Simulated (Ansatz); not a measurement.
This In₃Sb₂As structure is the end of a relaxation. The cell was found from a structure generator's guess, not taken from experiment.

All numbers below come from DFT PBE, scalar-relativistic, plane waves, PAW in Ansatz. Cutoff 420 eV, Γ-centred mesh, Gaussian smearing, no spin polarisation.

```yaml
crystal:
  lattice:
    - [3.03674, 0.00000, 0.00000]
    - [0.00000, 18.15664, 0.00000]
    - [0.00000, 0.00000, 3.04531]
  atoms:
    - { symbol: In, position: [0.00000, 0.00000, 0.87062] }
    - { symbol: In, position: [0.00000, 0.34447, 0.93573] }
    - { symbol: In, position: [0.00000, 0.65553, 0.93573] }
    - { symbol: Sb, position: [0.00000, 0.17125, 0.87472] }
    - { symbol: Sb, position: [0.00000, 0.82875, 0.87472] }
    - { symbol: As, position: [0.00000, 0.50000, 0.75848] }
```

Formation energies are uncorrected and refer to the elements' standard structures at the same level.

**Question.** What space group does it have?

**Answer.** Pmm2 (No. 25). Conventional cell: a = 3.037 Å, b = 18.157 Å, c = 3.045 Å. In on a site of symmetry mm2 is surrounded by 4 In at 3.04–3.05 Å and 2 Sb at 3.11 Å; In on a site of symmetry m is surrounded by 1 As at 2.87 Å, 4 In at 3.04–3.05 Å and 1 Sb at 3.15 Å; Sb has 4 Sb at 3.04–3.05 Å and 2 In at 3.11–3.15 Å; around As lie 2 In at 2.87 Å and 4 As at 3.04–3.05 Å.

**Question.** What is its formation energy per atom?

**Answer.** +0.10 eV/atom. It can't be a ground state, since the elements alone are lower.

**Question.** Is it a metal?

**Answer.** Yes, bands cross the Fermi level on the 12×2×12 mesh.

The last run used a 12×2×12 mesh (in the run's order of axes) for its 6-atom cell and Gaussian smearing of 0.10 eV. Spin–orbit coupling, which can matter for Sb, is left out. The reference form of As is held partly by dispersion forces, which this level lacks. Symmetry constrained the relaxation, so the result can be a saddle point. Another cell of In3Sb2As relaxed alike, in P3m1, lies 242 meV/atom lower, so this cell isn't the stable form at this level.
